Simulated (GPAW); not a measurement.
Input of a GPAW 26.7.0 run:

File run.py:

```python
from ase import Atoms
from ase.dft.bandgap import bandgap
from ase.io import write
from ase.units import GPa
from gpaw import GPAW, PW, setup_paths

setup_paths.insert(0, '.')

atoms = Atoms(['Ge', 'Ge', 'Ge', 'Ge', 'Ge', 'Ge', 'Ge', 'Ge'],
              cell=[[4.0031158814, 0.0, 0.0],
                    [-2.0015579407, 3.4668000476, 0.0],
                    [0.0, 0.0, 13.15670686]],
              scaled_positions=[[0.3333333333, 0.6666666667, 0.15594157],
                                [0.6666666667, 0.3333333333, 0.84405843],
                                [0.6666666667, 0.3333333333, 0.65594157],
                                [0.3333333333, 0.6666666667, 0.34405843],
                                [0.0, 0.0, 0.09314884],
                                [0.0, 0.0, 0.90685116],
                                [0.0, 0.0, 0.59314884],
                                [0.0, 0.0, 0.40685116]],
              pbc=True)

calc = GPAW(mode=PW(600),
            xc='PBEsol',
            kpts={'size': (8, 8, 2), 'gamma': True},
            occupations={'name': 'fermi-dirac', 'width': 0.05},
            nbands=32,
            convergence={'density': 1e-05, 'energy': 1e-05},
            maxiter=150,
            txt='gpaw.txt')
atoms.calc = calc
energy = atoms.get_potential_energy()
forces = atoms.get_forces()
stress = atoms.get_stress()
calc.write('gs.gpw')
write('result.traj', atoms)
print(f'Energy: {energy:.6f} eV')
print('Forces (eV/A):')
print(forces.round(4))
print('Stress (GPa):', (stress / GPa).round(3))
print('Fermi level:', round(calc.get_fermi_level(), 4), 'eV')
print(f'Gap: {bandgap(calc)[0]:.4f} eV, direct: {bandgap(calc, direct=True)[0]:.4f} eV')
```

Potentials or basis: PAW data sets generated in the run's folder for this functional, pw.

Command:

```console
$ gpaw-setup -f PBEsol Ge
$ OMP_NUM_THREADS=1 python run.py
```

Question: Predict the pressure.

Answer: 0.3 GPa.

Question: What does it give for the largest force?

Answer: 0.003 eV/Å.

Question: Estimate the band gap on the k mesh.

Answer: 0.04 eV, direct.

Stress tensor (GPa, compression positive):
```
0.38 0.00 0.00
0.00 0.38 0.00
0.00 0.00 0.11
```

A k mesh can miss the band edges. As with any semilocal functional, this PBEsol gap is likely too small.
